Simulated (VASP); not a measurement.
# Zn (I4/mmm) in VASP: a series of runs

One crystal, Zn, is run at these levels: PBE; tasks: single point.

Program: VASP 6.6.1. These are calculated values, not measurements. Logs are shortened: lines on timing, memory, paths and dates and some standing lists are left out, and cuts for length are marked.

## 1. The cell of the first run

It takes space group I4/mmm (No. 139, tetragonal). The conventional cell has a = 3.232 Å, b = 3.232 Å, c = 3.138 Å, α = 90.00°, β = 90.00°, γ = 90.00°. Zn (site symmetry 4/mmm) is surrounded by 10 Zn at 2.77 to 3.14 Å.

This isn't the form of Zn at room conditions, which is hcp.

## 2. Single point, PBE (strain +0.030 along x and y, +0.000 along z, atoms carried along)

Input file INCAR:

```
SYSTEM = Zn
PREC = Accurate ; ENCUT = 520
EDIFF = 1E-6 ; ISMEAR = 0
SIGMA = 0.15 ; LREAL = .False.
LASPH = .True. ; NELM = 100
ALGO = Fast ; ISIF = 2
LWAVE = .False. ; LCHARG = .False.
GGA = PE ; NBANDS = 12
```

Input file KPOINTS:

```
regular mesh
0
Gamma
  22 22 22
  0 0 0
```

Input file POSCAR:

```
Zn
1.0
   -1.6161081100      1.6161081100      1.5690370000
    1.6161081100     -1.6161081100      1.5690370000
    1.6161081100      1.6161081100     -1.5690370000
Zn
1
Direct
    0.0000000000      0.0000000000      0.0000000000
```

Potentials or basis: VASP PAW PBE potentials, release 64 (Zn).

On the command line:

```sh
$ cat potpaw_PBE.64/Zn/POTCAR > POTCAR
$ mpirun -np 1 vasp_std > vasp.out
```

OUTCAR:

```text
SYSTEM = Zn
   PREC = Accurate
   ENCUT = 520
   EDIFF = 1E-6
   ISMEAR = 0
   LREAL = .False.
   LASPH = .True.
   NELM = 100
   ISIF = 2
   GGA = PE

 ion  position               nearest neighbor table
   1  0.000  0.000  0.000-

  LATTYP: Found a body centered tetragonal cell.
 ALAT       =     3.2322162200
 C/A-ratio  =     0.9708737864

  Lattice vectors:

 A1 = (  -1.6161081100,   1.6161081100,   1.5690370000)
 A2 = (   1.6161081100,  -1.6161081100,   1.5690370000)
 A3 = (   1.6161081100,   1.6161081100,  -1.5690370000)

Analysis of symmetry for initial positions (statically):
=====================================================================
 Subroutine PRICEL returns:
 Original cell was already a primitive cell.

 Routine SETGRP: Setting up the symmetry group for a
 body centered tetragonal supercell.

 Subroutine GETGRP returns: Found 16 space group operations
 (whereof 16 operations were pure point group operations)
 out of a pool of 16 trial point group operations.

The static configuration has the point symmetry D_4h.

Analysis of symmetry for dynamics (positions and initial velocities):
=====================================================================
 Subroutine PRICEL returns:
 Original cell was already a primitive cell.

 Routine SETGRP: Setting up the symmetry group for a
 body centered tetragonal supercell.

 Subroutine GETGRP returns: Found 16 space group operations
 (whereof 16 operations were pure point group operations)
 out of a pool of 16 trial point group operations.

The dynamic configuration has the point symmetry D_4h.

 Subroutine INISYM returns: Found 16 space group operations
 (whereof 16 operations are pure point group operations),
 and found     1 'primitive' translations

----------------------------------------------------------------------------------------

                                     Primitive cell

  volume of cell :      16.3921

  direct lattice vectors                    reciprocal lattice vectors
    -1.616108110  1.616108110  1.569037000     0.000000000  0.309385243  0.318666800
     1.616108110 -1.616108110  1.569037000     0.309385243  0.000000000  0.318666800
     1.616108110  1.616108110 -1.569037000     0.309385243  0.309385243  0.000000000

  length of vectors
     2.772271263  2.772271263  2.772271263     0.444148351  0.444148351  0.437536806

  position of ions in fractional coordinates (direct lattice)
     0.000000000  0.000000000  0.000000000

  ion indices of the primitive-cell ions
   primitive index   ion index
                 1           1

----------------------------------------------------------------------------------------

 KPOINTS: regular mesh

Automatic generation of k-mesh.
 Grid dimensions read from file:
 generate k-points for:   22   22   22

 Generating k-lattice:

  Cartesian coordinates                     Fractional coordinates (reciprocal lattice)
     0.000000000  0.014062966  0.014484855     0.045454545  0.000000000  0.000000000
     0.014062966  0.000000000  0.014484855     0.000000000  0.045454545  0.000000000
     0.014062966  0.014062966  0.000000000     0.000000000  0.000000000  0.045454545

  Length of vectors
     0.020188561  0.020188561  0.019888037

  Shift w.r.t. Gamma in fractional coordinates (k-lattice)
     0.000000000  0.000000000  0.000000000

 Subroutine IBZKPT returns following result:
 ===========================================

 Found    834 irreducible k-points:

 Following reciprocal coordinates:
            Coordinates               Weight
  0.000000  0.000000  0.000000      1.000000
  0.045455 -0.000000  0.000000      8.000000
  0.090909 -0.000000  0.000000      8.000000
  0.136364 -0.000000  0.000000      8.000000
  0.181818 -0.000000  0.000000      8.000000
  0.227273 -0.000000  0.000000      8.000000
[... 16 lines left out ...]
  0.500000  0.045455  0.000000     16.000000
 -0.454545  0.045455 -0.000000     16.000000
 [... further k-points ...]
   k-points           NKPTS =    834   k-points in BZ     NKDIM =    834   number of bands    NBANDS=     12
   number of dos      NEDOS =    301   number of ions     NIONS =      1
   total plane-waves  NPLWV =  13824
   dimension x,y,z NGX =    24 NGY =   24 NGZ =   24
   dimension x,y,z NGXF=    48 NGYF=   48 NGZF=   48
   ions per type =               1
   NGX,Y,Z   is equivalent  to a cutoff of  14.39, 14.39, 14.39 a.u.
   NGXF,Y,Z  is equivalent  to a cutoff of  28.78, 28.78, 28.78 a.u.
 SYSTEM =  Zn
   PREC   = accura    normal or accurate (medium, high low for compatibility)
   ISTART =      0    job   : 0-new  1-cont  2-samecut
   ICHARG =      2    charge: 1-file 2-atom 10-const
   ISPIN  =      1    spin polarized calculation?
   LNONCOLLINEAR =      F non collinear calculations
   LSORBIT =      F    spin-orbit coupling
   LASPH  =      T    aspherical Exc in radial PAW
   ENCUT  =  520.0 eV  38.22 Ry    6.18 a.u.   5.15  5.15  5.15*2*pi/ulx,y,z
   NELM   =    100;   NELMIN=  2; NELMDL= -5     # of ELM steps
   EDIFF  = 0.1E-05   stopping-criterion for ELM
   LREAL  =      F    real-space projection
   EDIFFG = 0.1E-04   stopping-criterion for IOM
   NSW    =      0    number of steps for IOM
   IBRION =     -1    ionic relax: 0-MD 1-quasi-New 2-CG
   NFREE  =      0    steps in history (QN), initial steepest desc. (CG)
   ISIF   =      2    stress and relaxation
   ISYM   =      2    0-nonsym 1-usesym 2-fastsym
   POTIM  = 0.5000    time-step for ionic-motion
   TEBEG  =    0.0;   TEEND  =   0.0 temperature during run
   PSTRESS=    0.0 pullay stress
   NELECT =      12.0000    total number of electrons
   NUPDOWN=      -1.0000    fix difference up-down
   EMIN   =  10.00;   EMAX   =-10.00  energy-range for DOS
   EFERMI =   0.00;   METHOD = LEGACY
   ISMEAR =     0;   SIGMA  =   0.15  broadening in eV -4-tet -1-fermi 0-gaus
   EFERMI_NEDOS =   21; number of points for ismear=-14 and -15
   IALGO  =     68    algorithm
   IMIX   =      4    mixing-type and parameters
     AMIX     =   0.40;   BMIX     =  1.00
     AMIX_MAG =   1.60;   BMIX_MAG =  1.00
  volume/ion in A,a.u.               =      16.39       110.62
  Fermi-wavevector in a.u.,A,eV,Ry     =   1.475448  2.788192 29.619160  2.176947
  Thomas-Fermi vector in A             =   2.590096
   LORBIT       =      0    0 simple, 1 ext, 2 COOP (PROOUT), +10 PAW based schemes
   GGA     = PE    functional components
   LHFCALC =     F    Hartree Fock is set to
   AEXX    =    0.0000 exact exchange contribution
   IVDW    =     0    specifies the selected vdW correction
   LEPSILON=     F    determine dielectric tensor
   LRPA    =     F    only Hartree local field effects (RPA)
 non-spin polarized calculation
 RMM-DIIS sequential band-by-band and
 Gauss-broadening in eV      SIGMA  =   0.15
  energy-cutoff  :      520.00
  volume of cell :       16.39
 maximum number of plane-waves:       454
 NGX is ok and might be reduce to    24
   NGX = 11   NGY = 11   NGZ = 11

 number of electron      12.0000007 magnetization

 Free energy of the ion-electron system (eV)
  ---------------------------------------------------
  ext. energy  EPLUGINS =         0.00000000
  ---------------------------------------------------
  free energy    TOTEN  =        -1.01692430 eV

  energy without entropy =       -1.01336450  energy(sigma->0) =       -1.01514440

 E-fermi :   2.6796     XC(G=0): -11.1786

 val. band max:        2.6734639145   @ k =  -0.4091   0.5000   0.0455
 cond. band min:       2.6907142880   @ k =  -0.3182  -0.4091   0.1818
 fundamental gap:      0.0172503736
 Fermi energy:         2.6795999399

 k-point     1 :       0.0000    0.0000    0.0000
  band No.  band energies     occupation
      1      -7.1948      2.00000
      2      -4.9518      2.00000
      3      -4.9032      2.00000
      4      -4.9032      2.00000
      5      -4.4980      2.00000
      6      -4.4542      2.00000
      7      20.4874      0.00000
      8      20.4874      0.00000
      9      20.9587      0.00000
     10      22.7987      0.00000
     11      22.7987      0.00000
     12      23.2464      0.00000

 k-point     2 :       0.0455   -0.0000    0.0000
  band No.  band energies     occupation
      1      -7.1314      2.00000
      2      -4.9490      2.00000
      3      -4.9022      2.00000
      4      -4.8977      2.00000
      5      -4.4984      2.00000
      6      -4.4582      2.00000
      7      19.9406      0.00000
      8      20.0051      0.00000
      9      20.4365      0.00000
     10      21.9539      0.00000
     11      22.1585      0.00000
     12      22.8682      0.00000

 k-point     3 :       0.0909   -0.0000    0.0000
  band No.  band energies     occupation
      1      -6.9433      2.00000
      2      -4.9555      2.00000
      3      -4.8984      2.00000
      4      -4.8668      2.00000
      5      -4.5007      2.00000
      6      -4.4675      2.00000
      7      18.0729      0.00000
      8      19.0357      0.00000
      9      19.6208      0.00000
     10      21.2347      0.00000
     11      21.2450      0.00000
     12      22.8014      0.00000
[... 286 lines left out ...]
 k-point    23 :       0.5000    0.0455    0.0000
  band No.  band energies     occupation
      1      -5.4564      2.00000
      2      -5.1972      2.00000
      3      -4.4938      2.00000
      4      -4.4386      2.00000
      5      -4.1964      2.00000
      6       0.0884      2.00000
      7       2.0493      2.00000
      8      12.8183      0.00000
      9      14.2962      0.00000
     10      17.7676      0.00000
     11      19.0162      0.00000
     12      28.7488      0.00000

 k-point    24 :      -0.4545    0.0455   -0.0000
  band No.  band energies     occupation
      1      -5.4434      2.00000
      2      -5.1862      2.00000
      3      -4.4943      2.00000
      4      -4.4467      2.00000
      5      -4.2302      2.00000
      6      -1.0429      2.00000
      7       3.4305      0.00000
      8      12.9543      0.00000
      9      14.4397      0.00000
     10      17.8564      0.00000
     11      19.1137      0.00000
     12      28.2584      0.00000

 [... further k-points ...]

------------------------ aborting loop because EDIFF is reached ----------------------------------------

  FORCE on cell =-STRESS in cart. coord.  units (eV):
  Direction    XX          YY          ZZ          XY          YZ          ZX
  --------------------------------------------------------------------------------------
  -------------------------------------------------------------------------------------
  Total       -0.2835691     -0.2835691     -0.4210128      0.0000000     -0.0000000      0.0000000
  in kB      -27.7163182    -27.7163182    -41.1501974      0.0000000     -0.0000000      0.0000000
  external PRESSURE =     -32.1942779 kB  Pullay stress =       0.0000000 kB

 VOLUME and BASIS-vectors are now :
 -----------------------------------------------------------------------------
  energy-cutoff  :      520.00
  volume of cell :       16.39
      direct lattice vectors                 reciprocal lattice vectors
    -1.616108110  1.616108110  1.569037000     0.000000000  0.309385243  0.318666800
     1.616108110 -1.616108110  1.569037000     0.309385243  0.000000000  0.318666800
     1.616108110  1.616108110 -1.569037000     0.309385243  0.309385243  0.000000000

 POSITION                                       TOTAL-FORCE (eV/Angst)
 -----------------------------------------------------------------------------------
      0.00000      0.00000      0.00000        -0.000000      0.000000      0.000000
 -----------------------------------------------------------------------------------
    total drift:                               -0.000000      0.000000     -0.000000

  FREE ENERGIE OF THE ION-ELECTRON SYSTEM (eV)
  ---------------------------------------------------
  free  energy   TOTEN  =        -1.0169242986 eV

  energy  without entropy=       -1.0133645016  energy(sigma->0) =       -1.01514440
```

Run time: 44 s. Hardware: 1 thread of Intel Xeon 6975P-C (Granite Rapids), shared host; peak memory 0.26 GiB.

What came out:

```
Free energy            : -1.0169 eV
Pressure               : -3.2 GPa
Band gap on the k mesh : none (metal or under the smearing width)
```

Stress tensor (GPa, compression positive):
```
-2.77  0.00  0.00
 0.00 -2.77  0.00
 0.00  0.00 -4.12
```

## 3. Single point, PBE (strain -0.030 along x and y, +0.015 along z, atoms carried along)

Input file INCAR:

```
SYSTEM = Zn
  PREC = Accurate
  ENCUT = 520
  EDIFF = 1E-6
  ISMEAR = 0
  SIGMA = 0.15
  LREAL = .FALSE.
  LASPH = .TRUE.
  NELM = 100
  ALGO = Fast
  ISIF = 2
  LWAVE = .FALSE.
  LCHARG = .TRUE.
  GGA = PE
  LELF = .TRUE.
  LVHAR = .TRUE.
  NBANDS = 12
```

Input file KPOINTS:

```
Automatic mesh
0
G
  22 22 22
  0 0 0
```

Input file POSCAR:

```
Zn
1.0
   -1.5219658900      1.5219658900      1.5925725550
    1.5219658900     -1.5219658900      1.5925725550
    1.5219658900      1.5219658900     -1.5925725550
Zn
1
Direct
    0.0000000000      0.0000000000      0.0000000000
```

Potentials or basis: VASP PAW PBE potentials, release 64 (Zn).

On the command line:

```sh
$ cat potpaw_PBE.64/Zn/POTCAR > POTCAR
$ mpirun -np 1 vasp_std > vasp.out
```

OUTCAR:

```text
SYSTEM = Zn
   PREC = Accurate
   ENCUT = 520
   EDIFF = 1E-6
   ISMEAR = 0
   LREAL = .FALSE.
   LASPH = .TRUE.
   NELM = 100
   ISIF = 2
   GGA = PE

 ion  position               nearest neighbor table
   1  0.000  0.000  0.000-

  LATTYP: Found a body centered tetragonal cell.
 ALAT       =     3.0439317800
 C/A-ratio  =     1.0463917526

  Lattice vectors:

 A1 = (  -1.5219658900,   1.5219658900,   1.5925725550)
 A2 = (   1.5219658900,  -1.5219658900,   1.5925725550)
 A3 = (   1.5219658900,   1.5219658900,  -1.5925725550)

Analysis of symmetry for initial positions (statically):
=====================================================================
 Subroutine PRICEL returns:
 Original cell was already a primitive cell.

 Routine SETGRP: Setting up the symmetry group for a
 body centered tetragonal supercell.

 Subroutine GETGRP returns: Found 16 space group operations
 (whereof 16 operations were pure point group operations)
 out of a pool of 16 trial point group operations.

The static configuration has the point symmetry D_4h.

Analysis of symmetry for dynamics (positions and initial velocities):
=====================================================================
 Subroutine PRICEL returns:
 Original cell was already a primitive cell.

 Routine SETGRP: Setting up the symmetry group for a
 body centered tetragonal supercell.

 Subroutine GETGRP returns: Found 16 space group operations
 (whereof 16 operations were pure point group operations)
 out of a pool of 16 trial point group operations.

The dynamic configuration has the point symmetry D_4h.

 Subroutine INISYM returns: Found 16 space group operations
 (whereof 16 operations are pure point group operations),
 and found     1 'primitive' translations

----------------------------------------------------------------------------------------

                                     Primitive cell

  volume of cell :      14.7560
[... 114 lines left out ...]
   AEXX    =    0.0000 exact exchange contribution
   IVDW    =     0    specifies the selected vdW correction
   LEPSILON=     F    determine dielectric tensor
   LRPA    =     F    only Hartree local field effects (RPA)
 non-spin polarized calculation
 RMM-DIIS sequential band-by-band and
 Gauss-broadening in eV      SIGMA  =   0.15
  energy-cutoff  :      520.00
  volume of cell :       14.76
 maximum number of plane-waves:       410
   NGX =  9   NGY =  9   NGZ =  9

 number of electron      12.0000008 magnetization

 Free energy of the ion-electron system (eV)
  ---------------------------------------------------
  ext. energy  EPLUGINS =         0.00000000
  ---------------------------------------------------
  free energy    TOTEN  =        -1.02165367 eV

  energy without entropy =       -1.01813179  energy(sigma->0) =       -1.01989273

 E-fermi :   3.4895     XC(G=0): -11.7250

 val. band max:        3.4860634848   @ k =   0.4091   0.0909   0.0000
 cond. band min:       3.4952956338   @ k =   0.4091   0.2273  -0.0000
 fundamental gap:      0.0092321490
 Fermi energy:         3.4895205664

 k-point     1 :       0.0000    0.0000    0.0000
  band No.  band energies     occupation
      1      -7.2889      2.00000
      2      -4.4881      2.00000
      3      -4.4881      2.00000
      4      -4.4035      2.00000
      5      -3.9679      2.00000
      6      -3.8919      2.00000
      7      22.7521      0.00000
      8      23.1264      0.00000
      9      23.1264      0.00000
     10      24.0038      0.00000
     11      25.1383      0.00000
     12      25.1384      0.00000
[... 331 lines left out ...]
 k-point    24 :      -0.4545    0.0455    0.0000
  band No.  band energies     occupation
      1      -5.1478      2.00000
      2      -4.7357      2.00000
      3      -4.0147      2.00000
      4      -3.8879      2.00000
      5      -3.6404      2.00000
      6      -0.7228      2.00000
      7       4.0012      0.00000
      8      15.1317      0.00000
      9      16.4605      0.00000
     10      20.1711      0.00000
     11      21.6302      0.00000
     12      28.1864      0.00000

 [... further k-points ...]

------------------------ aborting loop because EDIFF is reached ----------------------------------------

  FORCE on cell =-STRESS in cart. coord.  units (eV):
  Direction    XX          YY          ZZ          XY          YZ          ZX
  --------------------------------------------------------------------------------------
  -------------------------------------------------------------------------------------
  Total        0.2313532      0.2313532      0.4462201      0.0000000      0.0000000     -0.0000000
  in kB       25.1198477     25.1198477     48.4496559      0.0000000      0.0000000     -0.0000000
  external PRESSURE =      32.8964504 kB  Pullay stress =       0.0000000 kB

 VOLUME and BASIS-vectors are now :
 -----------------------------------------------------------------------------
  energy-cutoff  :      520.00
  volume of cell :       14.76
      direct lattice vectors                 reciprocal lattice vectors
    -1.521965890  1.521965890  1.592572555     0.000000000  0.328522474  0.313957439
     1.521965890 -1.521965890  1.592572555     0.328522474  0.000000000  0.313957439
     1.521965890  1.521965890 -1.592572555     0.328522474  0.328522474  0.000000000

 POSITION                                       TOTAL-FORCE (eV/Angst)
 -----------------------------------------------------------------------------------
      0.00000      0.00000      0.00000         0.000000      0.000000     -0.000000
 -----------------------------------------------------------------------------------
    total drift:                                0.000000      0.000000      0.000000

  FREE ENERGIE OF THE ION-ELECTRON SYSTEM (eV)
  ---------------------------------------------------
  free  energy   TOTEN  =        -1.0216536674 eV

  energy  without entropy=       -1.0181317939  energy(sigma->0) =       -1.01989273
```

Wall time 40 s (1 thread of Intel Xeon 6975P-C (Granite Rapids), shared host); peak memory 0.24 GiB.

Results:

```yaml
Free_energy: -1.0217 eV
Pressure: 3.3 GPa
Band_gap_on_the_k_mesh: none (metal or under the smearing width)
```

Stress tensor (GPa, compression positive):
```
2.51 0.00 0.00
0.00 2.51 0.00
0.00 0.00 4.84
```
